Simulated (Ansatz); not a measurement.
# C: equation of state with r2SCAN+D4

**Experimental background.**

“Equation of state of cubic boron nitride at high pressures and temperatures”, 2007, arxiv:cond-mat/0702656 quotes, for a bulk crystal of C: bulk modulus 444.8 ± 0.8 GPa.

C:

```
C
1.0
     0.00000    1.78337    1.78337
     1.78337    0.00000    1.78337
     1.78337    1.78337    0.00000
C
2
Direct
  0.75000 0.75000 0.75000
  0.50000 0.50000 0.50000
```

This isn't the form of C at room conditions, which is graphite.

```yaml
Program: Ansatz 0.2.0
Task: equation of state
Functional: r2SCAN
Dispersion: D4
Potentials_or_basis: Ansatz PAW
Cutoff: 500 eV
Density_cutoff: 2000 eV
k_mesh: 13 × 13 × 13
Occupations: fermi-dirac, width 0.05 eV
Spin: no spin polarisation
```

```json
{
  "Equilibrium volume": "5.61 Å³/atom",
  "Bulk modulus": "455 GPa",
  "Pressure derivative of the bulk modulus": "3.7"
}
```

Energy against volume, from the lowest point:
| volume (Å³/atom) | energy (meV/atom) |
| --- | --- |
| 5.332 | 21.09 |
| 5.445 | 6.80 |
| 5.558 | 0.00 |
| 5.672 | 0.03 |
| 5.785 | 6.27 |
| 5.899 | 18.16 |
| 6.012 | 35.19 |

All runs of the series together: 8.3 s on 2 threads of Intel(R) Xeon(R) CPU @ 2.60GHz (Ice Lake), on a shared host.

Measured bulk modulus of C: 444.8 GPa (quoted in “Equation of state of cubic boron nitride at high pressures and temperatures”, 2007, arxiv:cond-mat/0702656). This calculation gives 455 GPa (+2.3 %). 3 values of this kind are on record (442 to 444.8 GPa); this one was drawn at random among those near their median, those with a stated uncertainty first. The fit is for a static lattice scaled at fixed shape and fixed fractional positions. The cell as given is a measured one (5.67 Å³/atom); r2SCAN+D4 puts the equilibrium volume -1.0 % from it, thermal expansion not counted.

Caveat: the PAW data sets were made with another functional, which shifts forces and pressure a little.
